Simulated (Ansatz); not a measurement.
The system is Si.

```
Si
1.0
    -1.63225    1.68877    1.16667
     1.73080   -1.69330    1.29369
     1.62460    1.68565   -1.17225
Si
1
Direct
  0.00000 0.00000 0.00000
```

This isn't the form of Si at room conditions, which is diamond.

The cell isn't the ideal one: cell sheared at random, sigma 0.06, atoms nudged by 0.01 Å.

| Quantity | Value |
| --- | --- |
| Program | Ansatz 0.2.0 |
| Task | relaxation of cell and atoms |
| Functional | PBEsol0 |
| Potentials or basis | Ansatz PAW |
| Cutoff | 420 eV (not typed: the program's choice for these potentials) |
| k mesh | 7 × 7 × 6 |
| Occupations | fermi-dirac, width 0.05 eV |
| Spin | no spin polarisation |

At the start: volume 13.91 Å³/atom.

Task: Where does the relaxation end?

Result: It ends after 12 steps and the volume is 14.11 Å³/atom (+1.4 %); space group P-1 (No. 2, to 0.05 Å).

The path:
```
step  energy change (eV)  largest force (eV/Å)  volume (Å³)
   1              0.0000                0.0000        13.91
   2             -0.0439                0.0000        13.91
   3             -0.0556                0.0000        14.01
   4             -0.0614                0.0000        14.13
   5             -0.0616                0.0000        14.13
   6             -0.0636                0.0000        14.12
   7             -0.0638                0.0000        14.11
   8             -0.0638                0.0000        14.14
   9             -0.0641                0.0000        14.11
  10             -0.0642                0.0000        14.11
  11             -0.0642                0.0000        14.11
  12             -0.0643                0.0000        14.11
```

Final structure:
```yaml
crystal:
  lattice:
    - [-1.59772, 1.66174, 1.20308]
    - [1.75791, -1.65132, 1.40167]
    - [1.56069, 1.61550, -1.18768]
  atoms:
    - { symbol: Si, position: [0.00000, 0.00000, 0.00000] }
```

Caveat: the k mesh is coarse (spacing up to 0.45 Å⁻¹), so the values aren't converged, least of all with exact exchange; the plane-wave basis is chosen anew once the cell has moved, so the energies of steps on either side of that aren't comparable; the PAW data sets come from PBE, with cores solved anew for the run's functional, which leaves a small shift of forces and pressure.
